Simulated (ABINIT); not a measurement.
# BeTe (F-43m) in ABINIT: settings compared

Aim: see how the results for BeTe move with the level of theory and the settings. Levels: PBE, LDA, PBEsol. Tasks: single point.

Program: ABINIT 10.8.3 (patched build). These are calculated values, not measurements. Logs are shortened: lines on timing, memory, paths and dates and some standing lists are left out, and cuts for length are marked. The log counts tension as positive stress, the text compression.

### 1 The structure

Symmetry: F-43m, No. 216, cubic system. Conventional cell: a = 5.540 Å, b = 5.540 Å, c = 5.540 Å, α = 90.00°, β = 90.00°, γ = 90.00°. Te (site symmetry -43m) is surrounded by 4 Be at 2.40 Å. Be (site symmetry -43m) is surrounded by 4 Te at 2.40 Å.

### 2 Single point, PBE

Input file run.abi:

```
# Pseudopotentials
pp_dirpath "./"
pseudos "Te.GGA_PBE-JTH.xml, Be.GGA_PBE-JTH.xml"

# Structure
acell 3.9173715678 3.9173715678 3.9173715678 Angstrom
rprim
     0.0000000000     0.7071067812     0.7071067812
     0.7071067812     0.0000000000     0.7071067812
     0.7071067812     0.7071067812     0.0000000000
ntypat 2
znucl 52 4
natom 2
typat 1 2
xcart
     4.1550000000     4.1550000000     4.1550000000
     0.0000000000     0.0000000000     0.0000000000 Angstrom

# Plane-wave basis
ecut 517.016339 eV
pawecutdg 38.0

# k points
kptopt 1
ngkpt 6 6 6
nshiftk 1
shiftk 0.0 0.0 0.0

# Exchange and correlation
ixc 11

# Bands and occupations
nband 9
occopt 3
tsmear 0.05 eV

# SCF cycle
nstep 100
tolvrs 1.0e-9

# Output
iomode 3
prtwf 0
prtden 0
prteig 0
prtebands 0
enunit 1
prtvol 2
```

Potentials or basis: JTH PAW PBE v2.0.

Launch:

```sh
$ abinit run.abi > log 2>&1
```

run.abo:

```text
.Version 10.8.3 of ABINIT
 Symmetries : space group F-4 3 m (#216); Bravais cF (face-center cubic)
================================================================================
 Values of the parameters that define the memory need of the present run
     intxc =       0    ionmov =       0      iscf =      17    lmnmax =       8
     lnmax =       4     mgfft =      30  mpssoang =       2    mqgrid =    3001
     natom =       2  nloc_mem =       2    nspden =       1   nspinor =       1
    nsppol =       1      nsym =      24    n1xccc =       1    ntypat =       2
    occopt =       3   xclevel =       2
       mpw =        1154          nfft =       27000          nkpt =          16
 PAW method is used; the additional fine FFT grid is defined by:
   mgfftf=        45    nfftf =     91125
================================================================================
================================================================================

--------------------------------------------------------------------------------
------------- Echo of variables that govern the present computation ------------
--------------------------------------------------------------------------------
 -outvars: echo values of preprocessed input variables --------
            acell      7.4027593966E+00  7.4027593966E+00  7.4027593966E+00 Bohr
              amu      1.27600000E+02  9.01218200E+00
             ecut      1.90000000E+01 Hartree
           enunit           1
              ixc          11
         kptrlatt        6    0    0      0    6    0      0    0    6
          kptrlen      4.44165564E+01
            natom           2
            nband           9
            ngfft          30      30      30
          ngfftdg          45      45      45
             nkpt          16
            nstep         100
             nsym          24
           ntypat           2
           occopt           3
        pawecutdg      3.80000000E+01 Hartree
         pawxcdev           0
           prtden           0
        prtebands           0
           prteig           0
           prtvol           2
            prtwf           0
            rprim      0.0000000000E+00  7.0710678120E-01  7.0710678120E-01
                       7.0710678120E-01  0.0000000000E+00  7.0710678120E-01
                       7.0710678120E-01  7.0710678120E-01  0.0000000000E+00
          spgroup         216
           tolvrs      1.00000000E-09
           tsmear      1.83746611E-03 Hartree
            typat      1  2
           useylm           1
           xangst      4.1550000000E+00  4.1550000000E+00  4.1550000000E+00
                      -1.0718343546E-10 -1.0718343546E-10 -1.0718343546E-10
            xcart      7.8518120531E+00  7.8518120531E+00  7.8518120531E+00
                      -2.0254733826E-10 -2.0254733826E-10 -2.0254733826E-10
             xred      7.4999999998E-01  7.4999999998E-01  7.4999999998E-01
[... 210 lines left out ...]
   3.46968
 kpt#   5, nband=  9, wtk=  0.02778, kpt=  0.1667  0.1667  0.0000 (reduced coord)
-105.01304  -16.94739   -6.42246   -5.78999   -5.78999   -1.68602    0.64109    0.64109
   0.67763
 kpt#   6, nband=  9, wtk=  0.11111, kpt=  0.3333  0.1667  0.0000 (reduced coord)
-105.01297  -16.37610   -8.56739   -6.40118   -6.36494   -1.43841    0.54898    1.14245
[... 16 lines left out ...]
 kpt#  12, nband=  9, wtk=  0.05556, kpt= -0.3333  0.3333  0.0000 (reduced coord)
-105.01309  -15.43602   -9.59614   -8.93517   -6.75557   -1.69875    2.42672    2.67868
   3.29121
 kpt#  13, nband=  9, wtk=  0.01389, kpt=  0.5000  0.5000  0.0000 (reduced coord)
-105.01305  -15.31045  -10.06438   -7.50247   -7.50247   -2.84433   -2.10238    5.57351
   5.57351
 kpt#  14, nband=  9, wtk=  0.11111, kpt=  0.5000  0.3333  0.1667 (reduced coord)
-105.01296  -15.80219   -9.29266   -7.94976   -6.82247   -0.67362    0.34756    0.80713
   3.43916
 kpt#  15, nband=  9, wtk=  0.11111, kpt= -0.3333  0.3333  0.1667 (reduced coord)
-105.01305  -15.43562   -9.79962   -8.39533   -7.27717   -0.16562    0.19682    2.55400
   2.88865
 kpt#  16, nband=  9, wtk=  0.05556, kpt= -0.3333  0.5000  0.1667 (reduced coord)
-105.01307  -15.27863   -9.71158   -8.30088   -8.00617   -0.94633   -0.36039    3.01755
   3.33561
 Total charge density [el/Bohr^3]
)     Maximum=    1.3712E+00  at reduced coord.    0.0000    0.0000    0.0000
)Next maximum=    1.2930E+00  at reduced coord.    0.0000    0.0000    0.9778
)     Minimum=   -2.6559E-02  at reduced coord.    0.7556    0.7556    0.7333
)Next minimum=   -2.6559E-02  at reduced coord.    0.7556    0.7333    0.7556
   Integrated=    1.0000E+01

--- !EnergyTerms
iteration_state     : {dtset: 1, }
comment             : Components of total free energy in Hartree
kinetic             :  4.42646899101576E+00
hartree             :  2.52011790344262E+00
xc                  : -4.91900238034237E+00
Ewald energy        : -1.32249291246634E+01
psp_core            :  3.98013897201746E+00
local_psp           : -7.86885346989465E+00
PAW spherical_terms : -8.02917792524378E+00
internal            : -2.31152370336684E+01
'-kT*entropy'       : -1.87306589252798E-11
total_energy        : -2.31152370336871E+01
total_energy_eV     : -6.28997643091064E+02
...

--- !EnergyTermsDC
iteration_state     : {dtset: 1, }
comment             : '"Double-counting" decomposition of free energy'
band_energy         : -1.05900329000938E+01
Ewald energy        : -1.32249291246634E+01
psp_core            :  3.98013897201746E+00
xc_dc               : -3.31924119525242E+00
PAW spherical_terms :  3.88285417724279E-02
internal            : -2.31152357062197E+01
'-kT*entropy'       : -1.87306589252798E-11
total_energy_dc     : -2.31152357062385E+01
total_energy_dc_eV  : -6.28997606969346E+02
...

--- !EnergyTermsWithPAWCore
iteration_state     : {dtset: 1, }
comment             : 'Components of total free energy, including PAW core contributions'
Total energy        : -6.80939091537343E+03
Total energy DC     : -6.80939091404598E+03
Total energy (eV)   : -1.85292966298101E+05
Total energy DC (eV): -1.85292966261979E+05
...

 Cartesian components of stress tensor (hartree/bohr^3)
  sigma(1 1)= -1.51770377E-04  sigma(3 2)=  0.00000000E+00
  sigma(2 2)= -1.51770377E-04  sigma(3 1)=  0.00000000E+00
  sigma(3 3)= -1.51770377E-04  sigma(2 1)=  0.00000000E+00

-Cartesian components of stress tensor (GPa)         [Pressure=  4.4652E+00 GPa]
- sigma(1 1)= -4.46523865E+00  sigma(3 2)=  0.00000000E+00
- sigma(2 2)= -4.46523865E+00  sigma(3 1)=  0.00000000E+00
- sigma(3 3)= -4.46523865E+00  sigma(2 1)=  0.00000000E+00

== END DATASET(S) ==============================================================
================================================================================

 -outvars: echo values of variables after computation  --------
            acell      7.4027593966E+00  7.4027593966E+00  7.4027593966E+00 Bohr
           etotal     -2.3115235706E+01
            fcart     -0.0000000000E+00 -0.0000000000E+00 -0.0000000000E+00
                      -0.0000000000E+00 -0.0000000000E+00 -0.0000000000E+00
            rprim      0.0000000000E+00  7.0710678120E-01  7.0710678120E-01
                       7.0710678120E-01  0.0000000000E+00  7.0710678120E-01
                       7.0710678120E-01  7.0710678120E-01  0.0000000000E+00
           strten     -1.5177037701E-04 -1.5177037701E-04 -1.5177037701E-04
                       0.0000000000E+00  0.0000000000E+00  0.0000000000E+00
           xangst      4.1550000000E+00  4.1550000000E+00  4.1550000000E+00
                      -1.0718343546E-10 -1.0718343546E-10 -1.0718343546E-10
             xred      7.4999999998E-01  7.4999999998E-01  7.4999999998E-01
                      -1.9347190516E-11 -1.9347190516E-11 -1.9347190516E-11
 Calculation completed.
```

Wall time 10 s (1 thread of Intel Xeon Platinum 8259CL at 2.50GHz (Skylake/Cascade Lake), shared host); peak memory 0.11 GiB.

What came out:

- Free energy: -628.9976 eV
- Pressure: 4.5 GPa
- Band gap on the k mesh: 1.85 eV, indirect (least direct gap 3.64 eV)
- Valence electrons inside the program's atomic spheres: Te 3.25; Be 2.54

Levels at points of the mesh, in eV from the valence-band top:
```
           k point  band 3  band 4  band 5  band 6  band 7  band 8
(0.00, 0.00, 0.00)    0.00    0.00    0.00    3.64    3.64    3.64
(0.50, 0.00, 0.00)   -5.85   -1.20   -1.20    3.25    4.62    4.62
(0.50, 0.50, 0.00)   -5.37   -2.81   -2.81    1.85    2.59   10.27
```

Caveat: spin-orbit coupling is left out, which moves the levels of the heavy elements.

### 3 Single point, LDA

Input file run.abi:

```
# Pseudopotentials
pp_dirpath "./"
pseudos "Te.LDA_PW-JTH.xml, Be.LDA_PW-JTH.xml"

# Structure
acell 3*1.0
rprim
     0.0000000000     5.2345413652     5.2345413652
     5.2345413652     0.0000000000     5.2345413652
     5.2345413652     5.2345413652     0.0000000000
ntypat 2
znucl 52 4
natom 2
typat 1 2
xred
     0.7500000000     0.7500000000     0.7500000000
     0.0000000000     0.0000000000     0.0000000000

# Plane-wave basis
ecut 15.0
pawecutdg 30.0

# k points
kptopt 1
ngkpt 6 6 6
nshiftk 1
shiftk 0.0 0.0 0.0

# Exchange and correlation
ixc 7

# Bands and occupations
nband 9
occopt 3
tsmear 0.00183747

# SCF cycle
nstep 100
tolvrs 1.0e-9

# Output
iomode 3
prtwf 0
prtden 0
prteig 0
prtebands 0
prtvol 2
```

Potentials or basis: JTH PAW LDA v2.0.

Launch:

```sh
$ abinit run.abi > log 2>&1
```

Run time: 4.8 s. Hardware: 1 thread of Intel Xeon Platinum 8259CL at 2.50GHz (Skylake/Cascade Lake), shared host; peak memory 0.11 GiB.

The run converged. Its results:

```
Free energy                                           : -627.4219 eV
Band gap on the k mesh                                : 1.75 eV, indirect (least direct gap 3.63 eV)
Valence electrons inside the program's atomic spheres : Te 3.26; Be 2.55
```

Levels at points of the mesh, in eV from the valence-band top:
| k point | band 2 | band 3 | band 4 | band 5 | band 6 | band 7 | band 8 | band 9 |
| --- | --- | --- | --- | --- | --- | --- | --- | --- |
| (0.00, 0.00, 0.00) | -12.67 | 0.00 | 0.00 | 0.00 | 3.63 | 3.63 | 3.63 | 4.09 |
| (0.50, 0.00, 0.00) | -11.23 | -5.84 | -1.19 | -1.19 | 3.22 | 4.61 | 4.61 | 8.00 |
| (0.50, 0.50, 0.00) | -10.70 | -5.33 | -2.80 | -2.80 | 1.75 | 2.60 | 10.16 | 10.16 |

Caveat: the cutoff is too short for stress, so the log's stress isn't used; spin-orbit coupling is left out, which moves the levels of the heavy elements. A hybrid or GW would open this gap; LDA tends to underestimate it.

### 4 Single point, PBEsol

Input file run.abi:

```
# Pseudopotentials
pp_dirpath "./"
pseudos "Te.GGA_PBE-JTH.xml, Be.GGA_PBE-JTH.xml"

# Structure
acell 3.9173715678 3.9173715678 3.9173715678 Angstrom
rprim
     0.0000000000     0.7071067812     0.7071067812
     0.7071067812     0.0000000000     0.7071067812
     0.7071067812     0.7071067812     0.0000000000
ntypat 2
znucl 52 4
natom 2
typat 1 2
xcart
     7.8518120478     7.8518120478     7.8518120478
     0.0000000000     0.0000000000     0.0000000000

# Plane-wave basis
ecut 19.0
pawecutdg 38.0

# k points
kptopt 1
ngkpt 10 10 10
nshiftk 1
shiftk 0.0 0.0 0.0

# Exchange and correlation
ixc -116133

# Bands and occupations
nband 9
occopt 3
tsmear 0.05 eV

# SCF cycle
nstep 100
tolvrs 1.0e-9

# Output
iomode 3
prtwf 0
prtden 0
prteig 0
prtebands 0
enunit 1
```

Potentials or basis: JTH PAW PBE v2.0.

Launch:

```sh
$ abinit run.abi > log 2>&1
```

Wall time 24 s (1 thread of Intel Xeon Platinum 8259CL at 2.50GHz (Skylake/Cascade Lake), shared host); peak memory 0.11 GiB.

The run converged. Its results:

```
Free energy                                           : -627.0488 eV
Pressure                                              : 2.5 GPa
Band gap on the k mesh                                : 1.73 eV, indirect (least direct gap 3.63 eV)
Valence electrons inside the program's atomic spheres : Te 3.24; Be 2.53
```

Levels at points of the mesh, in eV from the valence-band top:
| k point | band 3 | band 4 | band 5 | band 6 | band 7 | band 8 |
| --- | --- | --- | --- | --- | --- | --- |
| (0.00, 0.00, 0.00) | 0.00 | 0.00 | 0.00 | 3.63 | 3.63 | 3.63 |
| (0.50, 0.00, 0.00) | -5.88 | -1.20 | -1.20 | 3.20 | 4.59 | 4.59 |
| (0.50, 0.50, 0.00) | -5.38 | -2.82 | -2.82 | 1.73 | 2.54 | 10.26 |

Caveat: the PAW data sets were made with another functional, which shifts forces and pressure a little; spin-orbit coupling is left out, which moves the levels of the heavy elements.

### 5 Single point, PBE

Input file run.abi:

```
pp_dirpath "./"
pseudos "Te.GGA_PBE-JTH.xml, Be.GGA_PBE-JTH.xml"

acell 3.9173715678 3.9173715678 3.9173715678 Angstrom
rprim
     0.0000000000     0.7071067812     0.7071067812
     0.7071067812     0.0000000000     0.7071067812
     0.7071067812     0.7071067812     0.0000000000
ntypat 2
znucl 52 4
natom 2
typat 1 2
xcart
     4.1550000000     4.1550000000     4.1550000000
     0.0000000000     0.0000000000     0.0000000000 Angstrom

ecut 19.0
pawecutdg 38.0

kptopt 1
ngkpt 5 5 5
nshiftk 1
shiftk 0.0 0.0 0.0

ixc 11

nband 9
occopt 3
tsmear 0.05 eV

nstep 100
tolvrs 1.0e-9

iomode 3
prtwf 0
prteig 0
prtebands 0
enunit 2
prtden 1
prtvha 1
prtvclmb 1
prtpot 1
```

Launch:

```sh
$ abinit run.abi > log 2>&1
```

Wall time 7.8 s (1 thread of Intel Xeon Platinum 8259CL at 2.50GHz (Skylake/Cascade Lake), shared host); peak memory 0.12 GiB.

Results (log left out):

```
Free energy                                           : -628.9802 eV
Pressure                                              : 4.6 GPa
Band gap on the k mesh                                : 1.97 eV, indirect (least direct gap 3.63 eV)
Valence electrons inside the program's atomic spheres : Te 3.25; Be 2.54
```

Levels at points of the mesh, in eV from the valence-band top:
```
           k point  band 3  band 4  band 5  band 6  band 7  band 8
(0.00, 0.00, 0.00)    0.00    0.00    0.00    3.63    3.63    3.63
```

Caveat: spin-orbit coupling is left out, which moves the levels of the heavy elements; an odd mesh through Γ misses points on the zone boundary, where band edges often lie.

### 6 Overview

| level | potentials or basis | k mesh | cutoff (eV) | fine-grid cutoff | gap on the mesh (eV) | pressure (GPa) |
| --- | --- | --- | --- | --- | --- | --- |
| PBE | JTH PAW PBE v2.0 | 6 × 6 × 6 | 517 | 1034.03 eV | 1.85 | 4.5 |
| LDA | JTH PAW LDA v2.0 | 6 × 6 × 6 | 408 | 816.342 eV | 1.75 | - |
| PBEsol | JTH PAW PBE v2.0 | 10 × 10 × 10 | 517 | 1034.03 eV | 1.73 | 2.5 |
| PBE | JTH PAW PBE v2.0 | 5 × 5 × 5 | 517 | 1034.03 eV | 1.97 | 4.6 |

Alike in all rows: task single point; no spin polarisation; cell as given; smearing fermi-dirac 0.05 eV.

Caveats: spin-orbit coupling is left out, which moves the levels of the heavy elements; the PAW data sets were made with another functional, which shifts forces and pressure a little (some runs); an odd mesh through Γ misses points on the zone boundary, where band edges often lie (some runs).

Total energies depend on the potentials used, so only differences within one code and one set of settings carry meaning.
